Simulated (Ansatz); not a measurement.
# Ga (C2/c) in Ansatz: notebook, part 2 of 2

Ansatz 0.2.0. Earlier steps stand in the parts before.

## Step 4: Relaxation of cell and atoms, revPBE+D4

File input.yaml:

```yaml
crystal:
  lattice:
    - [1.383, -4.0265, 0.0]
    - [1.383, 4.0265, 0.0]
    - [-0.1174474948, 0.0, 3.3299294416]
  atoms:
    - { symbol: Ga, position: [0.131, 0.869, 0.75] }
    - { symbol: Ga, position: [0.869, 0.131, 0.25] }
hamiltonian:
  xc: revpbe
  pseudopotentials: { kind: paw }
  dispersion: d4
kpoints:
  mp_grid: { grid: [10, 10, 8] }
scf:
  occupations: { method: fermi_dirac, width: 0.05 }
output:
  forces: true
  stress: true
  eigenvalues: true
  write_density: true
  write_potential: true
  elf: true
  volumetric_format: npy
relax:
  f_tol: 0.01
  max_steps: 40
  cell: { stress_tol: 0.05 }
```

Potentials or basis: Ansatz PAW.

Command:

```console
$ ansatz run input.yaml --threads 2 --pin off --max-ram 5632MiB --backend cpu --events-out ev --progress --plain --runs-dir out
```

Log:

```text
Warning: RAYON_NUM_THREADS=2 ignored (pool sized by the plan → 2); use --threads N
Engine: ansatz 0.2.0, x86_64-unknown-linux-gnu
Pseudopotentials: kind: paw
Pseudopotential: Ga, paw, valence charge 13, recommended cutoff 420 eV (normal), Ga.paw.azcp
Functional definition: revPBE
  parameter kappa = 1.245
  parameter beta = 0.06672455060314922
  exchange = pbe_x(kappa = kappa, mu = beta*pi^2/3)
  correlation = pbe_c(beta = beta)
Crystal: 2 atoms, lattice volume = 37.086 Å³
Basis set: ecut = 420 eV, 721 PW (Γ), exchange–correlation on 60×60×48 points (8 copies of the dense FFT grid, shifted against one another)
Bands: 17, of which v1, the nominal top of the filled ones, is band 13 counted from 1 (12 counted from 0)
Symmetry: 4 space group operations
Space group: C2/c (ITA 15), of the structure as read, at distance tolerance 3.3e-5 Å
k-points: 227 of 800
Non-local potential: Ga, projectors of the file, l = 0: 2, l = 1: 2, l = 2: 3, l = 3: 1
PAW form: soft (Blöchl's): semilocal exchange-correlation on the pseudo side does not see the compensation charge
PAW frozen core: Ga, regenerated for the run's functional, and the local potential with it (the file was generated under x = pbe(κ = 0.804, μ = 0.2195149727645171), c = pbe(β = 0.06672455060314922))
PAW one-centre angular grid: Ga, 590 points (default); XC on 64 Gauss nodes
Initial density: superposition of atomic densities (neutral atoms: chi_scale 0, normalization atom), corrected by the library's trained network
Initial wavefunctions: pseudopotential atomic-orbital guess
Functional: x = revpbe(κ = 1.245, μ = 0.2195149727645171), c = pbe(β = 0.06672455060314922)
SCF iter   1: F=—  HF=-7575.467354 eV  |F-HF|=—  |Δ(HF+E_count)|=         —  Δρ=3.35e-3  dr2=1.78e-3  ethr=1.77e-3  ⟨swp⟩=5.6  Hψ=18324  notcnv=0
preconditioner: auto → Kerker (q_TF=auto, 2.571 Å⁻¹)  [metal: Δε(μ)=0.008 eV  Ē_g=17.266 eV  σ=0.050 eV  W_gap=0.04  n_scr=12 (ndim 8)  ℏωp=31.1 eV  f_vac=0.000  D(μ)=0.70/eV (n_scr^D=2)]
SCF iter   2: F=—  HF=-7575.466550 eV  |F-HF|=—  |Δ(HF+E_count)|=   8.04e-4  Δρ=1.06e-3  dr2=5.35e-4  ethr=6.85e-6  ⟨swp⟩=2.0  Hψ=8157  notcnv=0
SCF iter   3: F=—  HF=-7575.466439 eV  |F-HF|=—  |Δ(HF+E_count)|=   1.11e-4  Δρ=8.70e-4  dr2=2.79e-4  ethr=2.06e-6  ⟨swp⟩=2.0  Hψ=6108  notcnv=0
SCF iter   4: F=—  HF=-7575.466432 eV  |F-HF|=—  |Δ(HF+E_count)|=   7.01e-6  Δρ=3.04e-4  dr2=3.72e-5  ethr=1.07e-6  ⟨swp⟩=1.4  Hψ=3957  notcnv=0
SCF iter   5: F=—  HF=-7575.466424 eV  |F-HF|=—  |Δ(HF+E_count)|=   8.39e-6  Δρ=5.40e-5  dr2=1.21e-6  ethr=1.43e-7  ⟨swp⟩=3.0  Hψ=6842  notcnv=0
SCF iter   6: F=-7575.466424 eV  HF=-7575.466424 eV  |F-HF|=5.25e-8  |Δ(HF+E_count)|=   2.58e-7  Δρ=1.31e-5  dr2=6.30e-8  ethr=3.85e-10  ⟨swp⟩=6.2  Hψ=24454  notcnv=0
SCF 1 converged in 6 iterations: F = -7575.466424 eV  dr2 = 6.30e-8
relax step   1: F+E_penalty+E_count = -7575.46642386 eV  Δ(F+E_penalty+E_count) = +0.000e0 eV  max|allowed force component| = 2.064e-1 eV/Å  Δτ_max = 0.0000 Å  P = -3.286 GPa  Ω = 37.086 Å³  (6 SCF iters, dr2 threshold 1.00e-7 eV, accepted)
Crystal: 2 atoms, lattice volume = 34.497 Å³
Basis set: ecut = 420 eV, 671 PW (Γ), exchange–correlation on 60×60×48 points (8 copies of the dense FFT grid, shifted against one another)
[... 77 lines left out ...]
Harris-Foulkes:  -7575.508513 eV  (|F-HF|=1.82e-12)
Internal energy: -7575.505173 eV  (E = F + TS)
E sigma→0 (E₀):  -7575.506843 eV
Entropy (-TS):   -0.003340 eV (-1.670 meV/atom)
Fermi energy:    10.967147 eV
--- Per-component energies (eV) ---
  E_band       = -45.291061
  E_kinetic    = 231.175468
  E_local      = -3502.564922  (includes V_loc(G=0)·N_el)
  E_nonlocal   = 844.964520
  E_hartree    = 1654.871046
  E_xc         = -139.583592
  E_vxc        = -117.205328  (∫ρ·V_xc dr)
  E_paw        = -3979.976593  (= ΣΔE_a)
  E_vpaw       = -811.402676  (= ΣTr[D̂ρ^β])
  E_aug_tail   = -0.000222  (compensation charges beyond the density's cutoff)
  E_ewald      = -2682.593330
  E_disp       = -1.618809  (pairwise vdW)
  E_core_change = -0.178738  (= ΣΔE_core)
  E_smearing   = -0.003340  (= −TS)
  E_closure    = 0.000000  (closes the sum)
  Σ components = -7575.508513   (vs F -7575.508513, Δ=0.00e0)
--- Forces (eV/Å), atoms counted from 1 ---
  atom   1  Ga     0.00000000    -0.00051311    -0.00000000
  atom   2  Ga     0.00000000     0.00051311     0.00000000
  max |Σ_I F_I| component: 0.00e0 eV/Å
--- Stress (GPa, compression-positive) ---
       -0.004842       0.000000      -0.007126
        0.000000       0.009298      -0.000000
       -0.007126      -0.000000       0.001493
  P = ⅓ Tr σ = 0.0020 GPa (0.020 kbar)
--- Band table (eV; the first three rows and the last of 227) ---
  k-point 0: bands = ["-4.3927", "-4.3528", "-4.3000", "-4.2906", "-4.0352", "-4.0187", "-3.9716", "-3.9693", "-3.9566", "-3.7990", "-0.8765", "8.3408", "9.2872", "13.6078", "17.3502", "19.7104", "20.8566"]
  k-point 1: bands = ["-4.3797", "-4.3544", "-4.2900", "-4.2655", "-4.0601", "-4.0538", "-3.9724", "-3.9391", "-3.9366", "-3.8286", "-0.6313", "8.6292", "9.2167", "11.7333", "19.8967", "19.9578", "20.5183"]
  k-point 2: bands = ["-4.3927", "-4.2961", "-4.2764", "-4.2040", "-4.1013", "-4.1012", "-3.9842", "-3.9068", "-3.9066", "-3.8964", "0.1101", "7.7134", "9.4761", "10.8914", "17.6573", "17.7917", "20.5989"]
  k-point 226: bands = ["-4.3058", "-4.3058", "-4.2583", "-4.2583", "-4.0610", "-4.0610", "-3.9626", "-3.9626", "-3.9500", "-3.9500", "4.9981", "4.9981", "6.3271", "6.3271", "21.5774", "21.5774", "22.8610"]
--- Relaxed structure (7 steps of the walk, 7 accepted, 1 SCFs on fresh bases) ---
  F+E_penalty+E_count = -7575.50851313 eV   max|allowed force component| = 5.131e-4 eV/Å   (the final SCF, on the basis selected at the relaxed cell)
  cell:  # Å, volume = 34.9358 Å³
    - [1.391581818884928, -4.007486414346578, 0.011436755116145085]
    - [1.391581818884928, 4.007486414346578, 0.011436755116145092]
    - [-0.09063934263170004, 3.4299232414980508e-18, 3.1315271204972435]
  atoms:
    - { symbol: Ga, position: [0.13452937306574006, 0.8654706269342599, 0.7499999999999999] }
    - { symbol: Ga, position: [0.8654706269342598, 0.13452937306573995, 0.25] }
```

rho_z.tsv:

```text
# z_ang	rho[e/angstrom^3]
# format = ansatz-planar-average/11
# lattice	1.391581819	-4.007486414	0.011436755
# lattice	1.391581819	4.007486414	0.011436755
# lattice	-0.090639343	0.000000000	3.131527120
# sites	2
# site	31	1.323602312	2.929237145	2.360082095
# site	31	1.368921983	-2.929237145	0.794318535
0.000000	2.647016e-1
0.130535	2.831318e-1
0.261070	3.574291e-1
0.391605	5.512480e-1
0.522140	9.305948e-1
0.652675	1.398289e0
[... 16 lines left out ...]
2.871769	3.574291e-1
3.002304	2.831318e-1
```

v_z.tsv:

```text
# z_ang	v_es[eV]	v_tot[eV]
# format = ansatz-planar-average/11
# xc	revpbe
# density_cutoff_ev	1680
# datasets	Ga=:simpson_from_first_knot:soft:shift=554933
# lattice	1.391581819	-4.007486414	0.011436755
# lattice	1.391581819	4.007486414	0.011436755
# lattice	-0.090639343	0.000000000	3.131527120
# sites	2
# site	31	1.323602312	2.929237145	2.360082095
# site	31	1.368921983	-2.929237145	0.794318535
0.000000	6.694581e0	-3.337447e0
0.130535	6.602399e0	-3.498378e0
0.261070	6.329576e0	-3.961962e0
0.391605	5.994138e0	-4.537024e0
0.522140	5.719124e0	-5.013502e0
0.652675	5.539844e0	-5.323545e0
[... 16 lines left out ...]
2.871769	6.329576e0	-3.961962e0
3.002304	6.602399e0	-3.498378e0
```

Wall time 90 s (2 threads of Intel Xeon at 2.50GHz (Skylake/Cascade Lake), shared host); peak memory 0.46 GiB.

What came out:

```
Free energy                            : -7575.5085 eV
Relaxed volume                         : 17.47 Å³/atom
Relaxed cell                           : a = 4.242 Å, b = 4.242 Å, c = 3.133 Å, α = 90.39°, β = 90.39°, γ = 141.70°
Space group after relaxing (to 0.05 Å) : C2/c (No. 15)
Energy gained by relaxing              : 21.0 meV/atom
Ionic steps                            : 8
Pressure after relaxing                : 0.0 GPa
Band gap on the k mesh                 : none (metal or under the smearing width)
```

The path:
| step | energy change (eV) | largest force (eV/Å) | volume (Å³) |
| --- | --- | --- | --- |
| 1 | 0.0000 | 0.2064 | 37.09 |
| 2 | -0.0357 | 0.1216 | 34.50 |
| 3 | -0.0420 | 0.0007 | 34.72 |
| 4 | -0.0423 | 0.0108 | 34.86 |
| 5 | -0.0427 | 0.0299 | 34.97 |
| 6 | -0.0429 | 0.0014 | 34.97 |
| 7 | -0.0429 | 0.0006 | 34.94 |
| 8 | -0.0421 | 0.0005 | 34.94 |

Final structure:
```xyz
2
Lattice="1.3916 -4.0075 0.0114 1.3916 4.0075 0.0114 -0.0906 0.0000 3.1315" Properties=species:S:1:pos:R:3 pbc="T T T"
Ga    1.3236    2.9292    2.3601
Ga    1.3689   -2.9292    0.7943
```

Levels at points of the mesh, in eV from the Fermi level:
| k point | band 10 | band 11 | band 12 | band 13 | band 14 | band 15 | band 16 | band 17 |
| --- | --- | --- | --- | --- | --- | --- | --- | --- |
| (0.00, 0.00, 0.00) | -14.77 | -11.84 | -2.63 | -1.68 | 2.64 | 6.38 | 8.74 | 9.89 |
| (0.00, 0.00, -0.50) | -14.84 | -7.88 | -7.88 | 1.60 | 1.60 | 2.46 | 2.46 | 11.45 |
| (0.00, -0.50, 0.00) | -14.81 | -6.67 | -5.71 | -1.96 | -0.29 | 6.67 | 7.09 | 9.19 |
| (0.00, -0.50, -0.50) | -14.80 | -3.04 | -2.96 | -1.80 | -1.63 | 1.72 | 2.06 | 4.18 |
| (-0.50, -0.50, 0.00) | -14.83 | -9.83 | -8.97 | 4.87 | 5.87 | 6.70 | 7.12 | 7.19 |
| (-0.50, -0.50, -0.50) | -14.92 | -5.97 | -5.97 | -4.64 | -4.64 | 10.61 | 10.61 | 11.89 |

Caveat: the plane-wave basis is chosen anew once the cell has moved, so the energies of steps on either side of that aren't comparable; pairwise dispersion overbinds metals, which lowers pressure and volume; the PAW data sets come from PBE, with cores solved anew for the run's functional, which leaves a small shift of forces and pressure.

## Step 5: Summary

```csv
level,gap on the mesh (eV),pressure (GPa),relaxed volume (Å³/atom)
RPBE,none,0.0,19.89
revPBE+D3(BJ),none,0.0,17.84
revPBE+D4,none,0.0,17.47
```

Alike in all rows: task relaxation of cell and atoms; potentials or basis Ansatz PAW; no spin polarisation; cell relaxed; k mesh 10 × 10 × 8; cutoff (eV) 420; smearing fermi-dirac 0.05 eV.

Caveats: the plane-wave basis is chosen anew once the cell has moved, so the energies of steps on either side of that aren't comparable; the PAW data sets come from PBE, with cores solved anew for the run's functional, which leaves a small shift of forces and pressure; pairwise dispersion overbinds metals, which lowers pressure and volume (some runs).

Absolute energies hang on the potentials; compare differences alone.
